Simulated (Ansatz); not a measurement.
GaAs:

```xyz
2
Lattice="0.0000 2.8268 2.8268 2.8268 0.0000 2.8268 2.8268 2.8268 0.0000" Properties=species:S:1:pos:R:3 pbc="T T T"
As    4.2403    4.2403    4.2403
Ga    0.0000    0.0000    0.0000
```

| Property | Result |
| --- | --- |
| Program | Ansatz 0.2.0 |
| Task | relaxation of cell and atoms |
| Functional | revPBE |
| Potentials or basis | Ansatz PAW |
| Cutoff | 420 eV (not typed: the program's choice for these potentials) |
| k mesh | 8 × 8 × 8 |
| Occupations | fermi-dirac, width 0.05 eV |
| Spin | no spin polarisation |

At the start: volume 22.59 Å³/atom.

Problem. How do energy, volume and symmetry change on relaxing?

Solution. It ends after 5 steps and the volume is 24.24 Å³/atom (+7.3 %); space group F-43m (No. 216, to 0.05 Å).

Step by step:
```tsv
step	energy change (eV)	largest force (eV/Å)	volume (Å³)
1	0.0000	0.0000	45.18
2	-0.0422	0.0000	47.71
3	-0.0442	0.0000	48.37
4	-0.0442	0.0000	48.47
5	-0.0449	0.0000	48.47
```

Final structure:
```cif
data_structure
_symmetry_space_group_name_H-M 'P 1'
_symmetry_Int_Tables_number 1
_cell_length_a 4.0926
_cell_length_b 4.0926
_cell_length_c 4.0926
_cell_angle_alpha 60.000
_cell_angle_beta 60.000
_cell_angle_gamma 60.000
_cell_volume 48.47
loop_
_atom_site_label
_atom_site_type_symbol
_atom_site_fract_x
_atom_site_fract_y
_atom_site_fract_z
_atom_site_occupancy
As1 As 0.75000 0.75000 0.75000 1
Ga1 Ga 0.00000 0.00000 0.00000 1
```

Caveat: the plane-wave basis is chosen anew once the cell has moved, so the energies of steps on either side of that aren't comparable; the PAW data sets come from PBE, with cores solved anew for the run's functional, which leaves a small shift of forces and pressure.
